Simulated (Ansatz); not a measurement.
Crystal: CuO (Tenorite).

```
CELL_PARAMETERS angstrom
2.34185 -1.71130 0.00000
2.34185 1.71130 0.00000
-0.85003 0.00000 5.05787
ATOMIC_POSITIONS crystal
Cu 0.50000 0.00000 0.50000
Cu 0.00000 0.50000 0.00000
O 0.41840 0.58160 0.75000
O 0.58160 0.41840 0.25000
```

| Property | Result |
| --- | --- |
| Program | Ansatz 0.2.0 |
| Task | relaxation of cell and atoms |
| Functional | r2SCAN |
| Dispersion | D4 |
| Potentials or basis | Ansatz PAW |
| Cutoff | 500 eV (not typed: the program's choice for these potentials) |
| k mesh | 10 × 10 × 5 |
| Occupations | fermi-dirac, width 0.05 eV |
| Spin | no spin polarisation |

At the start: volume 10.13 Å³/atom.

How do energy, volume and symmetry change on relaxing?

It ends after 13 steps and the volume is 10.63 Å³/atom (+4.9 %); space group P4_2/mmc (No. 131, to 0.05 Å).

The path:
| step | energy change (eV) | largest force (eV/Å) | volume (Å³) |
| --- | --- | --- | --- |
| 1 | 0.0000 | 0.2844 | 40.54 |
| 2 | -0.0130 | 0.2297 | 40.49 |
| 3 | -0.0446 | 0.0549 | 40.97 |
| 4 | -0.0554 | 0.0312 | 41.29 |
| 5 | -0.0751 | 0.0085 | 42.12 |
| 6 | -0.0789 | 0.0036 | 42.37 |
| 7 | -0.0792 | 0.0009 | 42.34 |
| 8 | -0.0792 | 0.0000 | 42.38 |
| 9 | -0.0868 | 0.0003 | 42.38 |
| 10 | -0.0885 | 0.0007 | 42.48 |
| 11 | -0.0893 | 0.0046 | 42.54 |
| 12 | -0.0894 | 0.0003 | 42.53 |
| 13 | -0.0896 | 0.0003 | 42.53 |

Final structure:
```cif
data_structure
_symmetry_space_group_name_H-M 'P 1'
_symmetry_Int_Tables_number 1
_cell_length_a 2.8825
_cell_length_b 2.8825
_cell_length_c 5.1191
_cell_angle_alpha 89.952
_cell_angle_beta 89.952
_cell_angle_gamma 89.730
_cell_volume 42.53
loop_
_atom_site_label
_atom_site_type_symbol
_atom_site_fract_x
_atom_site_fract_y
_atom_site_fract_z
_atom_site_occupancy
Cu1 Cu 0.50000 0.00000 0.50000 1
Cu2 Cu 0.00000 0.50000 0.00000 1
O1 O 0.50035 0.49965 0.75000 1
O2 O 0.49965 0.50035 0.25000 1
```

Caveat: the plane-wave basis is chosen anew once the cell has moved, so the energies of steps on either side of that aren't comparable; the run has no spin polarisation, though such a crystal can be magnetic; pairwise dispersion overbinds metals, which lowers pressure and volume; the PAW data sets come from PBE, with cores solved anew for the run's functional, which leaves a small shift of forces and pressure.
